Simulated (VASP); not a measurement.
Write the native input for VASP 6.6.1 that does the following.

| Item | Value |
| --- | --- |
| Task | single point |
| Functional | PBEsol |
| Potentials or basis | VASP PAW PBE potentials, release 64 (Ru_pv) |
| Cutoff | 520 eV |
| k mesh | 17 × 17 × 17 |
| Occupations | fermi-dirac, width 0.1 eV |
| Spin | no spin polarisation |
| Dipole correction | no |
| Further INCAR settings | ALGO = Fast; EDIFF = 1e-07; NBANDS = 21 |

The structure of Ru lies in POSCAR:

```
Ru
1.0
    0.0000000000      2.6957717556      2.6957717556
    2.6957717556      0.0000000000      2.6957717556
    2.6957717556      2.6957717556      0.0000000000
Ru
2
Direct
    0.1250000000      0.1250000000      0.1250000000
    0.8750000000      0.8750000000      0.8750000000
```

This isn't the form of Ru at room conditions, which is hcp.

One way to write it, as run:

INCAR

```
SYSTEM = Ru
ALGO = Fast ; EDIFF = 1E-7
ENCUT = 520 ; GGA = PS
ISIF = 2 ; ISMEAR = -1
LASPH = .True. ; LCHARG = .False.
LREAL = .False. ; LWAVE = .False.
NBANDS = 21 ; NELM = 100
PREC = Accurate ; SIGMA = 0.1
```

KPOINTS

```
k-points
0
Gamma
  17 17 17
  0 0 0
```

Potentials or basis: VASP PAW PBE potentials, release 64 (Ru_pv).

Command:

```bash
$ cat potpaw_PBE.64/Ru_pv/POTCAR > POTCAR
$ mpirun -np 1 vasp_std > vasp.out
```

Results of the run:

```json
{"Pressure": "0.3 GPa", "Band gap on the k mesh": "none (metal or under the smearing width)"}
```

Caveat: the PAW data sets were made with another functional, which shifts forces and pressure a little.

It took 80 s on 1 thread of Intel(R) Xeon(R) 6975P-C (Granite Rapids) (shared host), peak memory 0.23 GiB.
